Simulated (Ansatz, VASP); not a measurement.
# ZrC: VASP beside Ansatz

The input INCAR:

```
PREC = Accurate
ENCUT = 520
EDIFF = 1E-7
ISMEAR = 0
SIGMA = 0.15
LREAL = False
LASPH = True
NELM = 60
ALGO = Normal
ISIF = 2
LWAVE = False
LCHARG = True
GGA = PS
LELF = True
LVHAR = True
NBANDS = 15
```

Contents of KPOINTS:

```
regular mesh
0
Gamma
  18 18 18
```

File POSCAR:

```
ZrC
1.0
    0.0000000000      2.3502100000      2.3502100000
    2.3502100000      0.0000000000      2.3502100000
    2.3502100000      2.3502100000      0.0000000000
Zr C
1 1
Direct
    0.5000000000      0.5000000000      0.5000000000
   -0.0478680629     -0.0478680629      0.0478680629
```

Input for Ansatz:

```yaml
crystal:
  lattice:
    - [0.0, 2.35021, 2.35021]
    - [2.35021, 0.0, 2.35021]
    - [2.35021, 2.35021, 0.0]
  atoms:
    - { symbol: Zr, position: [0.5, 0.5, 0.5] }
    - { symbol: C, position: [-0.0478680629, -0.0478680629, 0.0478680629] }
basis:
  ecutwfc: 420
kpoints:
  mp_grid: { grid: [18, 18, 18] }
hamiltonian:
  xc: pbesol
scf:
  occupations: { method: gaussian, width: 0.15 }
output:
  forces: true
  stress: true
  eigenvalues: true
```

Change from the starting cell: all C atoms moved +0.225 Å, as atom 2 towards its neighbour atom 1 (Zr) at 2.350 Å.

Alike in both runs: task single point; functional PBEsol; k mesh 18 × 18 × 18; occupations gaussian, width 0.15 eV; no spin polarisation.

```csv
,VASP,Ansatz
version,VASP 6.6.1,Ansatz 0.2.0
potentials or method,"VASP PAW PBE potentials, release 64 (Zr_sv, C)","scalar-relativistic, plane waves, PAW"
plane-wave cutoff (eV),520,420
valence electrons in the cell,16,16
```

|  | VASP | Ansatz | Ansatz less VASP |
| --- | --- | --- | --- |
| gap on the k mesh at the Fermi level (eV) | none | none | - |
| pressure (GPa) | 0.0 | -0.4 | -0.36 |
| largest component of the traceless stress (GPa) | 9.37 | 9.31 | -0.064 |
| rms of the force components (eV/Å) | 1.067 | 1.058 | -0.0087 |

Atom by atom the forces differ by 0.009 eV/Å (rms over components). A gap of «none» marks a metal or a gap that the smearing closes. The functional is the same, so the differences come from potentials, cutoffs and numerics.

Caveats: the PAW data sets were made with another functional, which shifts forces and pressure a little (VASP).
